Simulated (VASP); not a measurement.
BAs, 2 atoms in the cell. Symmetry: F-43m, No. 216, cubic system. The conventional cell has a = 4.778 Å, b = 4.778 Å, c = 4.778 Å, α = 90.00°, β = 90.00°, γ = 90.00°. B (site symmetry -43m) has 4 As at 2.07 Å as nearest neighbours. Around As (site symmetry -43m) lie 4 B at 2.07 Å. The cell was built by a generator and needn't be a form met in nature.

```yaml
Program: VASP 6.6.1
Task: single point
Functional: LDA
Potentials_or_basis: VASP PAW LDA potentials, release 64 (B, As)
Cutoff: 520 eV
k_mesh: 10 × 10 × 10
Occupations: gaussian, width 0.02 eV
Spin: no spin polarisation
Further_INCAR_settings: ALGO = Normal; EDIFF = 1e-07; NBANDS = 11
```

Potentials or basis: VASP PAW LDA potentials, release 64 (B, As).

Command:

```console
$ cat potpaw_LDA.64/B/POTCAR potpaw_LDA.64/As/POTCAR > POTCAR
$ mpirun -np 1 vasp_std > vasp.out
```

Hardware: 1 thread of Intel(R) Xeon(R) Platinum 8175M CPU @ 2.50GHz (Skylake/Cascade Lake) (shared host).

**Question.** How long does it take, and how much memory?

**Answer.** Run time: 28 s on 1 thread of Intel(R) Xeon(R) Platinum 8175M CPU @ 2.50GHz (Skylake/Cascade Lake), with other jobs on the host, peak memory 0.15 GiB. Counts: scf iterations 13, k points 47.
